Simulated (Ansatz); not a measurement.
## Formation energy of FeGe

Level of theory: DFT, r²SCAN, scalar-relativistic, collinear spin; plane waves to 500 eV with PAW datasets (Ansatz 0.2.0), 8×8×8 k-mesh, Gaussian smearing of 0.05 eV; PAW files: Ansatz's generated set soft_2.

The chain of runs began from a structure of the Materials Project database, expanded in volume; all values here are this work's own. Such entries can be computed or ordered models and not known phases.

It takes space group P6/mmm (No. 191, hexagonal). Conventional cell: a = 4.994 Å, b = 4.994 Å, c = 4.115 Å, α = 90.00°, β = 90.00°, γ = 120.00°. Fe (site symmetry mmm) has 4 Fe at 2.50 Å and 6 Ge at 2.50 to 2.51 Å as nearest neighbours. Around Ge (site symmetry 6/mmm) lie 6 Fe at 2.50 Å. Around Ge (site symmetry -6m2) lie 6 Fe at 2.51 Å and 3 Ge at 2.88 Å. (Neighbours are counted to 15 % beyond the shortest distance.)

The elements were computed in their standard states with the same datasets, cutoff and functional. The compound's run is ferromagnetic, with site spin moments Fe 2.43; Ge -0.07, -0.06 μB. Total energies depend on the potentials used, so only differences within one code and one set of settings carry meaning.

Energy of the relaxed cell (6 atoms, smearing extrapolated to zero): -26366.336 eV. Elements, in eV/atom: Fe -4485.894, Ge -4302.907.

Q: What is the formation energy?

A: [-26366.336 − (3 × -4485.894 + 3 × -4302.907)] / 6 = 0.01 eV/atom, or 1 kJ per mole of atoms.

The value is for 0 K, without zero-point energy. A positive value means that this structure is unstable even against the elements at this level.

The run wasn't fully tested for a lower electronic state. Site moments are of spin, integrated over atomic spheres.
